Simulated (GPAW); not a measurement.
A run of GPAW 26.7.0:

The input run.py:

```python
from ase.filters import FrechetCellFilter
from ase.io import read, write
from ase.optimize import FIRE
from ase.units import GPa
from gpaw import GPAW, PW, setup_paths

setup_paths.insert(0, '.')

atoms = read('CdS.cif')

calc = GPAW(mode=PW(600),
            xc='GGA_X_PBEINT+GGA_C_PBEINT',
            kpts={'size': (5, 5, 3), 'gamma': True},
            occupations={'name': 'fermi-dirac', 'width': 0.05},
            nbands=31,
            convergence={'density': 1e-06, 'energy': 1e-06, 'eigenstates': 1e-10},
            maxiter=150,
            txt='gpaw.txt')
atoms.calc = calc
opt = FIRE(FrechetCellFilter(atoms, scalar_pressure=1 * GPa), trajectory='relax.traj', logfile='-')
done = opt.run(fmax=0.02, steps=60)
calc.write('gs.gpw')
write('result.traj', atoms)
print('Converged:', done)
print('Cell:', atoms.cell.cellpar().round(4))
print('Volume:', round(atoms.get_volume(), 4))
print(atoms.get_scaled_positions().round(5))
```

Contents of CdS.cif:

```cif
data_CdS
_cell_length_a 4.15000000
_cell_length_b 4.15000000
_cell_length_c 6.73700000
_cell_angle_alpha 90.00000000
_cell_angle_beta 90.00000000
_cell_angle_gamma 120.00000000
_space_group_name_H-M_alt 'P1'
_space_group_name_Hall 'P 1'
_space_group_IT_number 1
loop_
_space_group_symop_operation_xyz
'x,y,z'
loop_
_atom_site_label
_atom_site_type_symbol
_atom_site_symmetry_multiplicity
_atom_site_Wyckoff_symbol
_atom_site_fract_x
_atom_site_fract_y
_atom_site_fract_z
_atom_site_occupancy
Cd1 Cd 1 a 0.6666666667 0.3333333333 0.5000000000 1
Cd2 Cd 1 a 0.3333333333 0.6666666667 0.0000000000 1
S1 S 1 a 0.6666666667 0.3333333333 0.8750000000 1
S2 S 1 a 0.3333333333 0.6666666667 0.3750000000 1
```

Potentials or basis: PAW data sets generated in the run's folder for this functional, pw.

The run is started by

```console
$ gpaw-setup -f GGA_X_PBEINT+GGA_C_PBEINT Cd S
$ OMP_NUM_THREADS=1 python run.py
```

Hardware: 1 thread of Arm Neoverse V2, on a shared host.

Problem. Estimate the wall time of this run.

Solution. It took 4.3 min on 1 thread of Arm Neoverse V2 (shared host), peak memory 0.25 GiB. Counts: scf iterations 131, plane waves 3372, bands 31, k points 12, ion steps 14.
